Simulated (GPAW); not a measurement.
# Ti (Im-3m) in GPAW: single point with r2SCAN

Aim: the single point of Ti with r2SCAN.

All numbers are computed with GPAW 26.7.0; they aren't measurements. Logs are shortened: lines on timing, memory, paths and dates and some standing lists are left out, and cuts for length are marked. The log counts tension as positive stress, the text compression.

## Step 1: The undisturbed crystal

The structure is cubic, space group Im-3m (No. 229). Conventional cell: a = 3.282 Å, b = 3.282 Å, c = 3.282 Å, α = 90.00°, β = 90.00°, γ = 90.00°. Ti (site symmetry m-3m) is surrounded by 8 Ti at 2.84 Å.

This isn't the form of Ti at room conditions, which is hcp.

## Step 2: Single point, r2SCAN (volume scaled by 0.92)

run.py

```python
from ase.dft.bandgap import bandgap
from ase.io import write
from ase.spacegroup import crystal
from ase.units import GPa
from gpaw import GPAW, PW

# Ti 2a
atoms = crystal(['Ti'],
                basis=[[0.0, 0.0, 0.0]],
                spacegroup=229, setting=1,  # Im-3m
                cellpar=[3.19203653, 3.19203653, 3.19203653, 90.0, 90.0, 90.0],
                primitive_cell=True)

calc = GPAW(mode=PW(450),
            xc='MGGA_X_R2SCAN+MGGA_C_R2SCAN',
            kpts={'size': (9, 9, 9), 'gamma': True},
            occupations={'name': 'fermi-dirac', 'width': 0.05},
            nbands=14,
            maxiter=120,
            txt='gpaw.txt')
atoms.calc = calc
energy = atoms.get_potential_energy()
forces = atoms.get_forces()
stress = atoms.get_stress()
calc.write('gs.gpw')
write('result.traj', atoms)
print(f'Energy: {energy:.6f} eV')
print('Forces (eV/A):')
print(forces.round(4))
print('Stress (GPa):', (stress / GPa).round(3))
print('Fermi level:', round(calc.get_fermi_level(), 4), 'eV')
print(f'Gap: {bandgap(calc)[0]:.4f} eV, direct: {bandgap(calc, direct=True)[0]:.4f} eV')
```

Potentials or basis: GPAW PAW data sets (gpaw-data 1.2.1), pw.

Started as:

```sh
$ OMP_NUM_THREADS=1 python run.py
```

gpaw.txt:

```text
__  _  _
 | _ |_)|_||  |
 |__||  | ||/\| - 26.7.0

Input parameters:
  mode=PW(ecut=450.00000000000006),
  kpts=MonkhorstPack(size=(9, 9, 9), gamma=True),
  maxiter=120,
  nbands=14,
  occupations=Occupations(name='fermi-dirac', width=0.05),
  xc=XC(name='MGGA_X_R2SCAN+MGGA_C_R2SCAN')

Diagonalizing LCAO Hamiltonian
Converting LCAO to pw mode

       Ti

Atoms  # Å, Bohr magnetons
|   | symbol |        x |        y |        z |    initial magnetic moments |
|---|--------|----------|----------|----------|-----------------------------|
| 0 |     Ti | 0.000000 | 0.000000 | 0.000000 | ( 0.0000,  0.0000,  0.0000) |

Unit cell  # Å
| periodic |         x |         y |         z |  lengths |     angles |
|----------|-----------|-----------|-----------|----------|------------|
|      yes | -1.596018 |  1.596018 |  1.596018 | 2.764385 | 109.471221 |
|      yes |  1.596018 | -1.596018 |  1.596018 | 2.764385 | 109.471221 |
|      yes |  1.596018 |  1.596018 | -1.596018 | 2.764385 | 109.471221 |

Number of symmetries: 48
Symmetry operations  # r_c * U_cc + t_c -> r_c
|    | kind |            matrix            |
|----|------|------------------------------|
|  0 |  σ   |  1, 1, 1,  0, 0,-1,  0,-1, 0 |
|  1 |  C4  |  1, 1, 1,  0, 0,-1, -1, 0, 0 |
|  2 |  C2  |  1, 1, 1,  0,-1, 0,  0, 0,-1 |
|  3 |  S6  |  1, 1, 1,  0,-1, 0, -1, 0, 0 |
|  4 |  S6  |  1, 1, 1, -1, 0, 0,  0, 0,-1 |
|  5 |  C4  |  1, 1, 1, -1, 0, 0,  0,-1, 0 |
|  6 |  E   |  1, 0, 0,  0, 1, 0,  0, 0, 1 |
|  7 |  σ   |  1, 0, 0,  0, 1, 0, -1,-1,-1 |
|  8 |  σ   |  1, 0, 0,  0, 0, 1,  0, 1, 0 |
|  9 |  C3  |  1, 0, 0,  0, 0, 1, -1,-1,-1 |
| 10 |  C3  |  1, 0, 0, -1,-1,-1,  0, 1, 0 |
| 11 |  σ   |  1, 0, 0, -1,-1,-1,  0, 0, 1 |
| 12 |  σ   |  0, 1, 0,  1, 0, 0,  0, 0, 1 |
| 13 |  C2  |  0, 1, 0,  1, 0, 0, -1,-1,-1 |
| 14 |  C3  |  0, 1, 0,  0, 0, 1,  1, 0, 0 |
| 15 |  S4  |  0, 1, 0,  0, 0, 1, -1,-1,-1 |
| 16 |  S4  |  0, 1, 0, -1,-1,-1,  1, 0, 0 |
| 17 |  C3  |  0, 1, 0, -1,-1,-1,  0, 0, 1 |
| 18 |  C3  |  0, 0, 1,  1, 0, 0,  0, 1, 0 |
| 19 |  S4  |  0, 0, 1,  1, 0, 0, -1,-1,-1 |
| 20 |  σ   |  0, 0, 1,  0, 1, 0,  1, 0, 0 |
| 21 |  C3  |  0, 0, 1,  0, 1, 0, -1,-1,-1 |
| 22 |  C2  |  0, 0, 1, -1,-1,-1,  1, 0, 0 |
| 23 |  S4  |  0, 0, 1, -1,-1,-1,  0, 1, 0 |
| 24 |  C4  |  0, 0,-1,  1, 1, 1,  0,-1, 0 |
| 25 |  σ   |  0, 0,-1,  1, 1, 1, -1, 0, 0 |
| 26 |  S6  |  0, 0,-1,  0,-1, 0,  1, 1, 1 |
| 27 |  C2  |  0, 0,-1,  0,-1, 0, -1, 0, 0 |
| 28 |  C4  |  0, 0,-1, -1, 0, 0,  1, 1, 1 |
| 29 |  S6  |  0, 0,-1, -1, 0, 0,  0,-1, 0 |
| 30 |  S6  |  0,-1, 0,  1, 1, 1,  0, 0,-1 |
| 31 |  C4  |  0,-1, 0,  1, 1, 1, -1, 0, 0 |
| 32 |  C4  |  0,-1, 0,  0, 0,-1,  1, 1, 1 |
| 33 |  S6  |  0,-1, 0,  0, 0,-1, -1, 0, 0 |
| 34 |  σ   |  0,-1, 0, -1, 0, 0,  1, 1, 1 |
| 35 |  C2  |  0,-1, 0, -1, 0, 0,  0, 0,-1 |
| 36 |  C2  | -1, 0, 0,  1, 1, 1,  0, 0,-1 |
| 37 |  S6  | -1, 0, 0,  1, 1, 1,  0,-1, 0 |
| 38 |  S6  | -1, 0, 0,  0, 0,-1,  1, 1, 1 |
| 39 |  C2  | -1, 0, 0,  0, 0,-1,  0,-1, 0 |
| 40 |  C2  | -1, 0, 0,  0,-1, 0,  1, 1, 1 |
| 41 |  i   | -1, 0, 0,  0,-1, 0,  0, 0,-1 |
| 42 |  S4  | -1,-1,-1,  1, 0, 0,  0, 1, 0 |
| 43 |  C3  | -1,-1,-1,  1, 0, 0,  0, 0, 1 |
| 44 |  C3  | -1,-1,-1,  0, 1, 0,  1, 0, 0 |
| 45 |  σ   | -1,-1,-1,  0, 1, 0,  0, 0, 1 |
| 46 |  S4  | -1,-1,-1,  0, 0, 1,  1, 0, 0 |
| 47 |  C2  | -1,-1,-1,  0, 0, 1,  0, 1, 0 |

BZ-sampling:
  Number of BZ points: 729
  Number of IBZ points: 35

  Monkhorst-Pack size: [9, 9, 9]
  Monkhorst-Pack shift: [0, 0, 0]

K-points  # in reciprocal-cell coordinates
|     |                                coordinates |     weight |
|-----|--------------------------------------------|------------|
|   0 | (  0.00000000,   0.00000000,   0.00000000) | 0.00137174 |
|   1 | (  0.11111111,   0.00000000,   0.00000000) | 0.01646091 |
|   2 | (  0.11111111,   0.11111111,  -0.11111111) | 0.00823045 |
|   3 | (  0.22222222,   0.00000000,  -0.11111111) | 0.03292181 |
|   4 | (  0.22222222,   0.00000000,   0.00000000) | 0.01646091 |
|   5 | (  0.22222222,   0.11111111,  -0.11111111) | 0.03292181 |
|   6 | (  0.22222222,   0.22222222,  -0.22222222) | 0.00823045 |
|   7 | (  0.33333333,  -0.11111111,  -0.11111111) | 0.01097394 |
|   8 | (  0.33333333,   0.00000000,  -0.11111111) | 0.06584362 |
|   9 | (  0.33333333,   0.00000000,   0.00000000) | 0.01646091 |
| ... |                                            |            |
|  34 | (  0.44444444,   0.44444444,   0.44444444) | 0.01097394 |

Plane wave coefficients: 370
Cutoff: 450.00000000000006 eV

Spin-components: 1 (collinear spins)
Bands:           14
Projectors:      6
Spin-degeneracy: 2
Datatype:        complex128

Parallelization:
  kpt:    1
  domain: 1
  band:   1

Density:
  Valence electrons: 12.0
  Components: 1
  Grid points: [14 14 14]
  Charge: 0.0  # |e|

Potential:
  Grid points: [14 14 14]

species:
  Ti:
    name:    Titanium
    Z:       22.0
    valence: 12
    core:    10
    charge:  0.0  # [|e|]
    compensation charges:
      type: gauss
      rc: 0.38  # [Å]
      lmax: 2
    cutoffs:
      filter: 2.23  # [Å]
      core: 1.02  # [Å]
    projectors
    | kind |    occ | energy [eV] | rcut [Å] |
    |------|--------|-------------|----------|
    |   3s |  2.000 |     -62.623 |    1.270 |
    |   4s |  2.000 |      -4.466 |    1.270 |
    |   3p |  6.000 |     -38.862 |    1.058 |
    |   4p |  0.000 |      -1.466 |    1.058 |
    |   3d |  2.000 |      -4.258 |    1.058 |
    |    d |        |      22.953 |    1.058 |

    Using partial waves for Ti as LCAO basis

Reference energy: -23224.014282  # eV

eigensolver:
  PPCG
  Converge bands: occupied
  niter=2

density mixing:
  MSR1-Mixer
  Pratt-step length: 0.05
  Maximum mixing coefficient: 0.75
  Old densities: 10
  SVD Regularization: 0.005
  Good broyden scale: 1.0
  Trust region scale: 1.0
  Backstep threshold: 4.0
  History deletion threshold: 6.0
  Fourier metric: weight=20.0, sigma=0.015

occupation numbers:
  Fermi-Dirac:
    width: 0.0500  # eV

poisson solver:
  ecut: 3600.0000000000005  # eV

xc functional:
  name: MGGA_X_R2SCAN+MGGA_C_R2SCAN with 2 nearest neighbor stencil

convergence criteria:
- Maximum [total energy] change in last 3 cyles: 0.0005 eV / valence electron
- Maximum integral of absolute [dens]ity change: 0.0001 electrons / valence electron
- Maximum integral of absolute [eigenst]ate change: 4e-08 eV^2 / valence electron
maximum number of iterations: 120

SCF iterations
|iter     | |      energy | eigst |  dens |
|---------|-|-------------|-------|-------|
|iter:   1| |  -15.194326 | +0.03 |       |
|iter:   2| |  -11.359647 | -2.02 | -1.24 |
|iter:   3| |  -11.178875 | -1.65 | -1.25 |
|iter:   4| |  -11.183131 | -3.12 | -1.82 |
|iter:   5| |  -11.185704 | -4.20 | -2.39 |
|iter:   6| |  -11.185906c| -4.96 | -3.06 |
|iter:   7| |  -11.185917c| -5.78 | -3.41 |
|iter:   8| |  -11.185917c| -7.39 | -4.24c|
|iter:   9| |  -11.185917c| -8.03c| -5.16c|

Converged in 9 steps
Energy contributions relative to reference atoms: (reference = -23224.014282)

Energy contributions:
  Kinetic:           7.491441
  Coulomb:          -6.384400
  Zero:             -0.195437
  External:          0.000000
  Xc:              -12.087088
  Entropy:          -0.020865
  Spinorbit:         0.000000
  ----------------------------
  Free energy:     -11.196349
  Extrapolated:    -11.185917

dipole moment: (-5.079996, -5.079996, -5.079996)  # |e|*Ang

Fermi level: 9.057
Eigenvalues  # (at kpt = [0.000, 0.000, 0.000])
| band index |      eig [eV] | occ [0-2] |
|------------|---------------|-----------|
|          0 |       -49.748 |     2.000 |
|          1 |       -24.469 |     2.000 |
|          2 |       -24.469 |     2.000 |
|          3 |       -24.469 |     2.000 |
|          4 |         2.551 |     2.000 |
|          5 |        10.239 |     0.000 |
|          6 |        10.239 |     0.000 |
|          7 |        10.239 |     0.000 |
|          8 |        12.165 |     0.000 |
|          9 |        12.165 |     0.000 |
|         10 |        27.665 |     0.000 |
|         11 |        27.665 |     0.000 |
|         12 |        27.665 |     0.000 |
|         13 |        34.344 |     0.000 |

No gap
No difference between direct/indirect transitions

Forces  # eV/Ang
|       x |       y |       z |
|---------|---------|---------|
| 0.00000 | 0.00000 | 0.00000 |  # Ti   0

Stress tensor  # eV/Ang^3
|         x |         y |         z |
|-----------|-----------|-----------|
| -0.042634 | -0.000000 | -0.000000 |
| -0.000000 | -0.042634 | -0.000000 |
| -0.000000 | -0.000000 | -0.042634 |

# Writing to gs.gpw (mode='')
```

It took 9.1 s on 1 thread of Arm Neoverse V2, shared host; peak memory 0.19 GiB.

Results:

```yaml
Free_energy: -11.1963 eV
Pressure: 6.8 GPa
Band_gap_on_the_k_mesh: none (metal or under the smearing width)
```

Levels at points of the mesh, in eV from the Fermi level:
```csv
k point,band 4,band 5,band 6,band 7,band 8,band 9
"(0.00, 0.00, 0.00)",-33.53,-6.51,1.18,1.18,1.18,3.11
```

Caveat: the cutoff is short for stress and forces, so pressures can be off by a GPa or more; the PAW data sets were made with another functional, which shifts forces and pressure a little.
